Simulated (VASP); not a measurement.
# Mg in VASP: further runs

The runs below take Mg through single point, with PBE.

All numbers are computed with VASP 6.6.1; they aren't measurements. Logs are shortened: lines on timing, memory, paths and dates and some standing lists are left out, and cuts for length are marked.

### 1 The cell of the first run

The cell holds a slab with vacuum, 4 atoms: a = 3.210 Å, b = 5.138 Å, c = 17.707 Å, α = 90.00°, β = 90.00°, γ = 90.00°.

The slab is cut from a database's or a generator's crystal, which needn't be the stable form of the element.

### 2 Single point, PBE (clean slab, lower half held)

File INCAR:

```
SYSTEM = Mg
PREC = Accurate
ENCUT = 520
EDIFF = 1E-6
ISMEAR = 0
SIGMA = 0.1
LREAL = .False.
LASPH = .True.
NELM = 60
ALGO = Fast
ISIF = 2
LWAVE = .False.
LCHARG = .False.
LDIPOL = .True.
IDIPOL = 3
DIPOL = 0.5 0.5 0.501
GGA = PE
NBANDS = 12
```

File KPOINTS:

```
regular mesh
0
Gamma
  9 6 1
  0 0 0
```

File POSCAR:

```
Mg
1.0
    3.2100692866      0.0000000000      0.0000000000
    0.0000000000      5.1379129567      0.0000000000
    0.0000000000      0.0000000000     17.7066687335
Mg
4
Direct
    0.0000000000      0.7500000000      0.3953312792
    0.5000000000      0.2500000000      0.4476656396
    0.5000000000      0.7500000000      0.5576795368
    0.0000000000      0.2500000000      0.6022859463
```

Potentials or basis: VASP PAW PBE potentials, release 64 (Mg).

Command:

```console
> cat potpaw_PBE.64/Mg/POTCAR > POTCAR
> mpirun -np 1 vasp_std > vasp.out
```

OUTCAR:

```text
SYSTEM = Mg
   PREC = Accurate
   ENCUT = 520
   EDIFF = 1E-6
   ISMEAR = 0
   LREAL = .False.
   LASPH = .True.
   NELM = 60
   ISIF = 2
   GGA = PE

 ion  position               nearest neighbor table
   1  0.000  0.750  0.395-   2 3.17   2 3.17   2 3.17   2 3.17   3 3.29   3 3.29
   2  0.500  0.250  0.448-   1 3.17   1 3.17   1 3.17   1 3.17   4 3.17   4 3.17   3 3.22   3 3.22

   3  0.500  0.750  0.558-   4 3.13   4 3.13   4 3.13   4 3.13   2 3.22   2 3.22   1 3.29   1 3.29

   4  0.000  0.250  0.602-   3 3.13   3 3.13   3 3.13   3 3.13   2 3.17   2 3.17

  LATTYP: Found a simple orthorhombic cell.
 ALAT       =     3.2100692866
 B/A-ratio  =     1.6005613892
 C/A-ratio  =     5.5159771184

  Lattice vectors:

 A1 = (   3.2100692866,   0.0000000000,   0.0000000000)
 A2 = (   0.0000000000,   5.1379129567,   0.0000000000)
 A3 = (   0.0000000000,   0.0000000000,  17.7066687335)

Analysis of symmetry for initial positions (statically):
=====================================================================
 Subroutine PRICEL returns:
 Original cell was already a primitive cell.

 Routine SETGRP: Setting up the symmetry group for a
 simple orthorhombic supercell.

 Subroutine GETGRP returns: Found  4 space group operations
 (whereof  2 operations were pure point group operations)
 out of a pool of  8 trial point group operations.

The static configuration has the point symmetry C_1h.
 The point group associated with its full space group is C_2v.

Analysis of symmetry for dynamics (positions and initial velocities):
=====================================================================
 Subroutine PRICEL returns:
 Original cell was already a primitive cell.

 Routine SETGRP: Setting up the symmetry group for a
 simple orthorhombic supercell.

 Subroutine GETGRP returns: Found  4 space group operations
 (whereof  2 operations were pure point group operations)
 out of a pool of  8 trial point group operations.

The dynamic configuration has the point symmetry C_1h.
 The point group associated with its full space group is C_2v.

 Subroutine INISYM returns: Found  4 space group operations
 (whereof  2 operations are pure point group operations),
 and found     1 'primitive' translations

----------------------------------------------------------------------------------------

                                     Primitive cell

  volume of cell :     292.0371

  direct lattice vectors                    reciprocal lattice vectors
     3.210069287  0.000000000  0.000000000     0.311519756  0.000000000  0.000000000
     0.000000000  5.137912957  0.000000000     0.000000000  0.194631557  0.000000000
     0.000000000  0.000000000 17.706668733     0.000000000  0.000000000  0.056475897

  length of vectors
     3.210069287  5.137912957 17.706668733     0.311519756  0.194631557  0.056475897

  position of ions in fractional coordinates (direct lattice)
     0.000000000  0.750000000  0.395331279
     0.500000000  0.250000000  0.447665640
     0.500000000  0.750000000  0.557679537
     0.000000000  0.250000000  0.602285946

  ion indices of the primitive-cell ions
   primitive index   ion index
                 1           1
                 2           2
                 3           3
                 4           4

----------------------------------------------------------------------------------------

 KPOINTS: regular mesh

Automatic generation of k-mesh.
 Grid dimensions read from file:
 generate k-points for:    9    6    1

 Generating k-lattice:

  Cartesian coordinates                     Fractional coordinates (reciprocal lattice)
     0.034613306  0.000000000  0.000000000     0.111111111  0.000000000  0.000000000
     0.000000000  0.032438593  0.000000000     0.000000000  0.166666667  0.000000000
     0.000000000  0.000000000  0.056475897     0.000000000  0.000000000  1.000000000

  Length of vectors
     0.034613306  0.032438593  0.056475897

  Shift w.r.t. Gamma in fractional coordinates (k-lattice)
     0.000000000  0.000000000  0.000000000

 Subroutine IBZKPT returns following result:
 ===========================================

 Found     20 irreducible k-points:

 Following reciprocal coordinates:
            Coordinates               Weight
  0.000000  0.000000  0.000000      1.000000
  0.111111  0.000000  0.000000      2.000000
  0.222222  0.000000  0.000000      2.000000
  0.333333  0.000000  0.000000      2.000000
  0.444444  0.000000  0.000000      2.000000
  0.000000  0.166667  0.000000      2.000000
[... 12 lines left out ...]
  0.333333  0.500000  0.000000      2.000000
  0.444444  0.500000  0.000000      2.000000
   k-points           NKPTS =     20   k-points in BZ     NKDIM =     20   number of bands    NBANDS=     12
   number of dos      NEDOS =    301   number of ions     NIONS =      4
   total plane-waves  NPLWV = 134400
   dimension x,y,z NGX =    24 NGY =   40 NGZ =  140
   dimension x,y,z NGXF=    48 NGYF=   80 NGZF=  280
   ions per type =               4
   NGX,Y,Z   is equivalent  to a cutoff of  12.43, 12.94, 13.14 a.u.
   NGXF,Y,Z  is equivalent  to a cutoff of  24.86, 25.89, 26.29 a.u.
 SYSTEM =  Mg
   PREC   = accura    normal or accurate (medium, high low for compatibility)
   ISTART =      0    job   : 0-new  1-cont  2-samecut
   ICHARG =      2    charge: 1-file 2-atom 10-const
   ISPIN  =      1    spin polarized calculation?
   LNONCOLLINEAR =      F non collinear calculations
   LSORBIT =      F    spin-orbit coupling
   LASPH  =      T    aspherical Exc in radial PAW
   ENCUT  =  520.0 eV  38.22 Ry    6.18 a.u.   5.97  9.55 32.92*2*pi/ulx,y,z
   NELM   =     60;   NELMIN=  2; NELMDL= -5     # of ELM steps
   EDIFF  = 0.1E-05   stopping-criterion for ELM
   LREAL  =      F    real-space projection
   EDIFFG = 0.1E-04   stopping-criterion for IOM
   NSW    =      0    number of steps for IOM
   IBRION =     -1    ionic relax: 0-MD 1-quasi-New 2-CG
   NFREE  =      0    steps in history (QN), initial steepest desc. (CG)
   ISIF   =      2    stress and relaxation
   ISYM   =      2    0-nonsym 1-usesym 2-fastsym
   POTIM  = 0.5000    time-step for ionic-motion
   TEBEG  =    0.0;   TEEND  =   0.0 temperature during run
   PSTRESS=    0.0 pullay stress
   NELECT =       8.0000    total number of electrons
   NUPDOWN=      -1.0000    fix difference up-down
   EMIN   =  10.00;   EMAX   =-10.00  energy-range for DOS
   EFERMI =   0.00;   METHOD = LEGACY
   ISMEAR =     0;   SIGMA  =   0.10  broadening in eV -4-tet -1-fermi 0-gaus
   EFERMI_NEDOS =   21; number of points for ismear=-14 and -15
   IALGO  =     68    algorithm
   IMIX   =      4    mixing-type and parameters
     AMIX     =   0.40;   BMIX     =  1.00
     AMIX_MAG =   1.60;   BMIX_MAG =  1.00
  volume/ion in A,a.u.               =      73.01       492.69
  Fermi-wavevector in a.u.,A,eV,Ry     =   0.493506  0.932591  3.313670  0.243548
  Thomas-Fermi vector in A             =   1.497959
   LORBIT       =      0    0 simple, 1 ext, 2 COOP (PROOUT), +10 PAW based schemes
   GGA     = PE    functional components
   LHFCALC =     F    Hartree Fock is set to
   AEXX    =    0.0000 exact exchange contribution
   IVDW    =     0    specifies the selected vdW correction
   LEPSILON=     F    determine dielectric tensor
   LRPA    =     F    only Hartree local field effects (RPA)
 non-spin polarized calculation
 RMM-DIIS sequential band-by-band and
 Gauss-broadening in eV      SIGMA  =   0.10
  energy-cutoff  :      520.00
  volume of cell :      292.04
 maximum number of plane-waves:      7895
 NGX is ok and might be reduce to    24
   NGX = 11   NGY = 19   NGZ = 65

 dipolmoment           0.000000      0.000000     -0.004496 electrons x Angstroem

 number of electron       8.0000000 magnetization

 dipolmoment           0.000000      0.000000      0.001906 electrons x Angstroem

 Free energy of the ion-electron system (eV)
  ---------------------------------------------------
  ext. energy  EPLUGINS =         0.00000000
  ---------------------------------------------------
  free energy    TOTEN  =        -4.72116891 eV

  energy without entropy =       -4.71084504  energy(sigma->0) =       -4.71600697

 E-fermi :  -1.5168     XC(G=0):  -3.6916

 val. band max:       -1.6006805401   @ k =   0.1111   0.0000   0.0000
 cond. band min:      -1.5149958219   @ k =   0.1111   0.1667   0.0000
 fundamental gap:      0.0856847182
 Fermi energy:        -1.5167694593

 k-point     1 :       0.0000    0.0000    0.0000
  band No.  band energies     occupation
      1      -7.7021      2.00000
      2      -5.5845      2.00000
      3      -2.7320      2.00000
      4      -2.4559      2.00000
      5      -1.7720      1.99969
      6      -0.5108      0.00000
      7      -0.1956      0.00000
      8       0.4562      0.00000
      9       1.4705      0.00000
     10       2.4604      0.00000
     11       2.7068      0.00000
     12       2.8404      0.00000

 k-point     2 :       0.1111    0.0000    0.0000
  band No.  band energies     occupation
      1      -7.5222      2.00000
      2      -5.4058      2.00000
      3      -2.5593      2.00000
      4      -2.2910      2.00000
      5      -1.6007      1.76465
      6      -0.3469      0.00000
      7      -0.0241      0.00000
      8       0.5822      0.00000
      9       1.6406      0.00000
     10       2.6334      0.00000
     11       2.8792      0.00000
     12       2.9491      0.00000
[... 241 lines left out ...]
 k-point    19 :       0.3333    0.5000    0.0000
  band No.  band energies     occupation
      1      -4.7605      2.00000
      2      -4.6830      2.00000
      3      -2.6274      2.00000
      4      -2.5866      2.00000
      5      -0.0594      0.00000
      6       0.0157      0.00000
      7       0.1392      0.00000
      8       0.1710      0.00000
      9       2.0145      0.00000
     10       2.0672      0.00000
     11       3.0540      0.00000
     12       3.1422      0.00000

 k-point    20 :       0.4444    0.5000    0.0000
  band No.  band energies     occupation
      1      -3.5606      2.00000
      2      -3.4802      2.00000
      3      -2.1332      2.00000
      4      -2.0690      2.00000
      5      -1.1821      0.00000
      6      -1.1450      0.00000
      7       0.2077      0.00000
      8       0.2577      0.00000
      9       1.3279      0.00000
     10       1.3570      0.00000
     11       2.8364      0.00000
     12       2.8704      0.00000

------------------------ aborting loop because EDIFF is reached ----------------------------------------

 vacuum level on the upper side and lower side of the slab       (xc-potential included)        -0.136        -0.265

  FORCE on cell =-STRESS in cart. coord.  units (eV):
  Direction    XX          YY          ZZ          XY          YZ          ZX
  --------------------------------------------------------------------------------------
  -------------------------------------------------------------------------------------
  Total       -2.6373307      0.0049931     -0.1737799      0.0000000      0.0000000      0.0000000
  in kB      -14.4689548      0.0273933     -0.9533934      0.0000000      0.0000000      0.0000000
  external PRESSURE =      -5.1316516 kB  Pullay stress =       0.0000000 kB

 VOLUME and BASIS-vectors are now :
 -----------------------------------------------------------------------------
  energy-cutoff  :      520.00
  volume of cell :      292.04
      direct lattice vectors                 reciprocal lattice vectors
     3.210069287  0.000000000  0.000000000     0.311519756  0.000000000  0.000000000
     0.000000000  5.137912957  0.000000000     0.000000000  0.194631557  0.000000000
     0.000000000  0.000000000 17.706668733     0.000000000  0.000000000  0.056475897

 POSITION                                       TOTAL-FORCE (eV/Angst)
 -----------------------------------------------------------------------------------
      0.00000      3.85343      7.00000         0.000000      0.000000      0.158348
      1.60503      1.28448      7.92667         0.000000      0.000000     -0.149846
      1.60503      3.85343      9.87465         0.000000      0.000000      0.002702
      0.00000      1.28448     10.66448         0.000000      0.000000     -0.011203
 -----------------------------------------------------------------------------------
    total drift:                               -0.000000      0.000000     -0.000004

  FREE ENERGIE OF THE ION-ELECTRON SYSTEM (eV)
  ---------------------------------------------------
  free  energy   TOTEN  =        -4.7211689116 eV

  energy  without entropy=       -4.7108450380  energy(sigma->0) =       -4.71600697

 vacuum level on the upper side and lower side of the slab         1.903         1.822
```

Wall time 1.8 min (1 thread of Intel Xeon Platinum 8175M at 2.50GHz (Skylake/Cascade Lake), shared host); peak memory 0.34 GiB.

Results:

```
Free energy            : -4.7212 eV
Largest force          : 0.158 eV/Å
Band gap on the k mesh : none (metal or under the smearing width)
```

Forces on the atoms (eV/Å):
```
Mg   0.000  0.000  0.158
Mg   0.000  0.000 -0.150
Mg   0.000  0.000  0.003
Mg   0.000  0.000 -0.011
```

Levels at points of the mesh, in eV from the Fermi level:
| k point | band 2 | band 3 | band 4 | band 5 | band 6 | band 7 |
| --- | --- | --- | --- | --- | --- | --- |
| (0.00, 0.00, 0.00) | -4.07 | -1.22 | -0.94 | -0.26 | 1.01 | 1.32 |
| (0.00, 0.50, 0.00) | -4.75 | -2.66 | -2.61 | 0.12 | 0.16 | 2.95 |

### 3 Single point, PBE (the clean substrate in the cell of the map)

File INCAR:

```
  PREC = Accurate
  ENCUT = 520
  EDIFF = 1E-6
  ISMEAR = 0
  SIGMA = 0.1
  LREAL = F
  LASPH = T
  NELM = 60
  ALGO = Normal
  ISIF = 2
  LWAVE = F
  LCHARG = F
  LDIPOL = T
  IDIPOL = 3
  DIPOL = 0.5 0.5 0.271
  GGA = PE
  NBANDS = 18
```

File KPOINTS:

```
regular mesh
0
Gamma
  4 5 1
```

File POSCAR:

```
Mg
1.0
    6.4201385733      0.0000000000      0.0000000000
    0.0000000000      5.1379129567      0.0000000000
    0.0000000000      0.0000000000     21.6644777330
Mg
8
Direct
    0.0000000000      0.7500000000      0.1846340378
    0.5000000000      0.7500000000      0.1846340378
    0.2500000000      0.2500000000      0.2274076137
    0.7500000000      0.2500000000      0.2274076137
    0.2500000000      0.7500000000      0.3173234500
    0.7500000000      0.7500000000      0.3173234500
    0.0000000000      0.2500000000      0.3537808678
    0.5000000000      0.2500000000      0.3537808678
```

Potentials or basis: VASP PAW PBE potentials, release 64 (Mg).

Command:

```console
> cat potpaw_PBE.64/Mg/POTCAR > POTCAR
> mpirun -np 1 vasp_std > vasp.out
```

It took 3.4 min on 1 thread of Intel Xeon Platinum 8175M at 2.50GHz (Skylake/Cascade Lake), shared host; peak memory 0.62 GiB.

Results (log left out):

```yaml
Free_energy: -9.3518 eV
Largest_force: 0.190 eV/Å
Band_gap_on_the_k_mesh: none (metal or under the smearing width)
```

Forces on the atoms (eV/Å):
```
Mg   0.000  0.000  0.190
Mg   0.000  0.000  0.190
Mg   0.000  0.000 -0.107
Mg   0.000  0.000 -0.107
Mg   0.000  0.000 -0.030
Mg   0.000  0.000 -0.030
Mg   0.000  0.000 -0.053
Mg   0.000  0.000 -0.053
```

Levels at points of the mesh, in eV from the Fermi level:
```
           k point  band 6  band 7  band 8  band 9  band 10  band 11
(0.00, 0.00, 0.00)   -0.73   -0.51   -0.18   -0.05     1.20     1.50
(0.50, 0.00, 0.00)   -0.16    0.10    0.10    0.78     0.78     1.71
```
